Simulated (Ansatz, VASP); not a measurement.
# Si3N4: VASP beside Ansatz

INCAR

```
  PREC = Accurate
  ENCUT = 600
  EDIFF = 1E-6
  ISMEAR = 0
  SIGMA = 0.02
  LREAL = F
  LASPH = T
  NELM = 100
  ALGO = Fast
  ISIF = 3
  LWAVE = F
  LCHARG = F
  GGA = PS
  IBRION = 2
  NSW = 100
  EDIFFG = -0.005
```

KPOINTS

```
regular mesh
0
Gamma
  6 6 6
```

Contents of POSCAR:

```
Si3N4
1.0
    0.0000000000      3.8937180000      3.8937180000
    3.8937180000      0.0000000000      3.8937180000
    3.8937180000      3.8937180000      0.0000000000
Si N
6 8
Direct
    0.1250000000      0.1250000000      0.6250000000
    0.1250000000      0.6250000000      0.1250000000
    0.6250000000      0.1250000000      0.1250000000
    0.1250000000      0.1250000000      0.1250000000
    0.7500000000      0.7500000000      0.7500000000
    0.5000000000      0.5000000000      0.5000000000
    0.3675630000      0.3675630000      0.3675630000
    0.3526890000      0.8824370000      0.8824370000
    0.8824370000      0.8824370000      0.3526890000
    0.8824370000      0.3526890000      0.8824370000
    0.3675630000      0.3675630000      0.8973110000
    0.3675630000      0.8973110000      0.3675630000
    0.8824370000      0.8824370000      0.8824370000
    0.8973110000      0.3675630000      0.3675630000
```

Input for Ansatz:

```yaml
crystal:
  lattice:
    - [0.0, 3.893718, 3.893718]
    - [3.893718, 0.0, 3.893718]
    - [3.893718, 3.893718, 0.0]
  atoms:
    - { symbol: Si, position: [0.125, 0.125, 0.625] }
    - { symbol: Si, position: [0.125, 0.625, 0.125] }
    - { symbol: Si, position: [0.625, 0.125, 0.125] }
    - { symbol: Si, position: [0.125, 0.125, 0.125] }
    - { symbol: Si, position: [0.75, 0.75, 0.75] }
    - { symbol: Si, position: [0.5, 0.5, 0.5] }
    - { symbol: "N", position: [0.367563, 0.367563, 0.367563] }
    - { symbol: "N", position: [0.352689, 0.882437, 0.882437] }
    - { symbol: "N", position: [0.882437, 0.882437, 0.352689] }
    - { symbol: "N", position: [0.882437, 0.352689, 0.882437] }
    - { symbol: "N", position: [0.367563, 0.367563, 0.897311] }
    - { symbol: "N", position: [0.367563, 0.897311, 0.367563] }
    - { symbol: "N", position: [0.882437, 0.882437, 0.882437] }
    - { symbol: "N", position: [0.897311, 0.367563, 0.367563] }
basis:
  ecutwfc: 420
kpoints:
  mp_grid: { grid: [6, 6, 6] }
hamiltonian:
  xc: pbesol
scf:
  occupations: { method: gaussian, width: 0.02 }
output:
  forces: true
  stress: true
  eigenvalues: true
  write_density: true
  write_potential: true
  elf: true
  volumetric_format: npy
relax:
  adjacent_minimum: "off"
  f_tol: 0.005
  max_steps: 80
  cell: { stress_tol: 0.05 }
```

The cell is a database's computed one.

Alike in both runs: task relaxation of cell and atoms; functional PBEsol; k mesh 6 × 6 × 6; occupations gaussian, width 0.02 eV; no spin polarisation.

|  | VASP | Ansatz |
| --- | --- | --- |
| version | VASP 6.6.1 | Ansatz 0.2.0 |
| potentials or method | VASP PAW PBE potentials, release 64 (Si, N) | scalar-relativistic, plane waves, PAW |
| plane-wave cutoff (eV) | 600 | 420 |
| valence electrons in the cell | 64 | 64 |

Ansatz gave:

| Quantity | Value |
| --- | --- |
| gap on the k mesh at the Fermi level, each at its own relaxed structure (eV) | 3.29 |
| relaxed volume (Å³/atom) | 8.29 |
| relaxed cell length with the largest relative difference (Å) | 5.476 |
| energy change over the relaxation (meV/atom) | -2 |

Q: What did VASP give for the same quantities?

A: gap on the k mesh at the Fermi level, each at its own relaxed structure (eV): 3.28; relaxed volume (Å³/atom): 8.29; relaxed cell length with the largest relative difference (Å): 5.476; energy change over the relaxation (meV/atom): -2.

Caveats: the PAW data sets were made with another functional, which shifts forces and pressure a little (VASP). A k mesh can miss the band edges. As with any semilocal functional, this PBEsol gap is likely too small.
